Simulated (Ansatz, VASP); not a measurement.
# Ir in VASP and in Ansatz

Contents of INCAR:

```
ALGO = Fast ; EDIFF = 1E-7
ENCUT = 520 ; GGA = PE
ISIF = 2 ; ISMEAR = 0
LASPH = T ; LCHARG = F
LREAL = F ; LWAVE = F
NBANDS = 16 ; NELM = 100
PREC = Accurate ; SIGMA = 0.1
```

KPOINTS

```
k-points
0
Gamma
  18 18 14
```

The input POSCAR:

```
Ir
1.0
    1.9353263100      1.9353263100      0.0000000000
   -1.9353263100      1.9353263100      0.0000000000
    0.0000000000      0.0000000000      3.8706526200
Ir
2
Direct
    0.0000000000      0.0000000000      0.0000000000
    0.5000000000      0.5000000000      0.5000000000
```

Input for Ansatz:

```yaml
crystal:
  lattice:
    - [1.93532631, 1.93532631, 0.0]
    - [-1.93532631, 1.93532631, 0.0]
    - [0.0, 0.0, 3.87065262]
  atoms:
    - { symbol: Ir, position: [0.0, 0.0, 0.0] }
    - { symbol: Ir, position: [0.5, 0.5, 0.5] }
basis:
  ecutwfc: 420
kpoints:
  mp_grid: { grid: [18, 18, 14] }
hamiltonian:
  xc: pbe
scf:
  occupations: { method: gaussian, width: 0.1 }
output:
  forces: true
  stress: true
  eigenvalues: true
```

Alike in both runs: task single point; functional PBE; k mesh 18 × 18 × 14; occupations gaussian, width 0.1 eV; no spin polarisation.

|  | VASP | Ansatz |
| --- | --- | --- |
| version | VASP 6.6.1 | Ansatz 0.2.0 |
| potentials or method | VASP PAW PBE potentials, release 64 (Ir) | scalar-relativistic, plane waves, PAW |
| plane-wave cutoff (eV) | 520 | 420 |
| valence electrons in the cell | 18 | 34 |

|  | VASP | Ansatz | Ansatz less VASP |
| --- | --- | --- | --- |
| gap on the k mesh at the Fermi level (eV) | none | none | - |
| pressure (GPa) | 0.5 | 0.0 | -0.50 |

A gap of «none» marks a metal or a gap that the smearing closes. The two sets of potentials don't hold the same shells in valence.

Caveats: the real-space grid breaks the cell's symmetry a little (VASP). Spin-orbit coupling is left out, which matters for the levels of Ir.
